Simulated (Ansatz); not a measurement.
## A series in temperature on LiF

All results are calculated (Ansatz 0.2.0). Harmonic vibrational free energy, entropy and heat capacity at constant volume, per atom, from the force constants of a q mesh, imaginary modes left out; plane waves with PAW datasets, Gamma-centred k mesh.

Structure of every row (space group Fm-3m, No. 225):
```
cell vectors (Å)
   0.0000     2.0340     2.0340
   2.0340     0.0000     2.0340
   2.0340     2.0340     0.0000
atoms (fractions of the cell vectors)
Li  0.00000  0.00000  0.00000
F   0.50000  0.50000  0.50000
```

Settings of every row: functional PBE; dispersion none; spin none; wave cutoff 420 eV; k mesh 12x12x12; occupations fixed; smearing width 0 eV; pressure 0 GPa; phonon method linear response; q mesh 4x4x4.

```
row  temperature (K)  phonon heat capacity (kB/atom)  phonon entropy (kB/atom)  phonon free energy (meV/atom)
  1              200                            2.04                     1.398                           48.3
  2              300                           2.492                     2.324                           32.2
  3              400                           2.693                     3.072                            8.8
  4              500                           2.797                     3.685                          -20.4
  5              600                           2.856                     4.201                          -54.4
  6              700                           2.893                     4.644                          -92.6
  7              800                               ?                         ?                              ?
  8              900                           2.934                     5.377                         -179.2
  9             1000                           2.947                     5.687                         -226.9
```

Question: what phonon heat capacity and phonon entropy should row 7 give?

Worked fit of phonon heat capacity. At high temperature a harmonic heat capacity falls short of its limit by a term in 1/T², so take t = (100 K / T)². The shown rows have t = 0.25, 0.11111, 0.0625, 0.04, 0.02778, 0.02041, 0.01235, 0.01. Least squares give phonon heat capacity = 2.996 − 5.1458 × t + 5.293 × t² kB/atom; a straight line predicts inner rows, each left out in turn, worse (root mean square 0.03 against 0.0032 kB/atom). The rows lie off it by 0.000, 0.002, -0.002, -0.002, -0.001, 0.000, 0.001, 0.002. The constant, 2.996 kB/atom, is to be held against the harmonic limit of 3 k_B an atom. The withheld row has t = 0.01562, so the fit gives 2.996 − 5.1458 × (0.01562) + 5.293 × (0.01562)² = 2.917 kB/atom.

The calculation gave 2.917 kB/atom. The fit meets it to the printed digit.

Worked fit of phonon entropy. Entropy rises as the heat capacity times the change of ln T, so take t = ln(T / 300 K). The shown rows have t = -0.4055, 0, 0.2877, 0.5108, 0.6931, 0.8473, 1.0986, 1.204. Least squares give phonon entropy = 2.3475 + 2.47744 × t + 0.2552 × t² kB/atom; a straight line predicts inner rows, each left out in turn, worse (root mean square 0.063 against 0.018 kB/atom). The rows lie off it by 0.013, -0.024, -0.009, 0.005, 0.014, 0.014, 0.000, -0.013 (root mean square 0.013 kB/atom), a smooth pattern that one more power would take up: the form is only approximate. The slope at t = 0, 2.48 kB/atom, estimates the heat capacity at 300 K. The withheld row has t = 0.9808, so the fit gives 2.3475 + 2.47744 × (0.9808) + 0.2552 × (0.9808)² = 5.023 kB/atom.

The calculation gave 5.032 kB/atom. The fit lies 0.009 kB/atom (0.21 % of the column's range) below it; its largest miss of a shown row is 0.024 kB/atom.

The other values of row 7: phonon free energy -134.3 meV/atom.
